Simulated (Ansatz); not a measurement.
Starting structure, (101) slab as cut from the bulk (Sn, I4/mmm (No. 139), (1 0 1) face):

```
CELL_PARAMETERS angstrom
3.23465 0.00000 0.00000
-1.61733 3.00604 0.00000
0.00000 0.00000 23.17975
ATOMIC_POSITIONS crystal
Sn 0.28947 0.57894 0.32356
Sn 0.57894 0.15788 0.44119
Sn 0.86841 0.73683 0.55881
Sn 0.15788 0.31577 0.67644
```

These are results of Ansatz, DFT PBEsol, scalar-relativistic, plane waves, PAW, not measurements. Plane waves to 420 eV, a k mesh through Γ of 12×12×1 on the computed 4-atom cell and Gaussian smearing (0.10 eV); no spin polarisation. The cell repeats along c with a dipole correction in the vacuum.

All atoms are free. The cell is fixed. Force threshold 0.02 eV/Å.

Question: Where does it end?

Answer: The energy falls by 0.023 eV in 3 steps, to:

```
CELL_PARAMETERS angstrom
3.23465 0.00000 0.00000
-1.61733 3.00604 0.00000
0.00000 0.00000 23.17975
ATOMIC_POSITIONS crystal
Sn 0.28178 0.56356 0.32554
Sn 0.58005 0.16010 0.43886
Sn 0.86731 0.73461 0.56114
Sn 0.16558 0.33115 0.67446
```

The reference crystal is a form of Sn, which isn't its usual structure.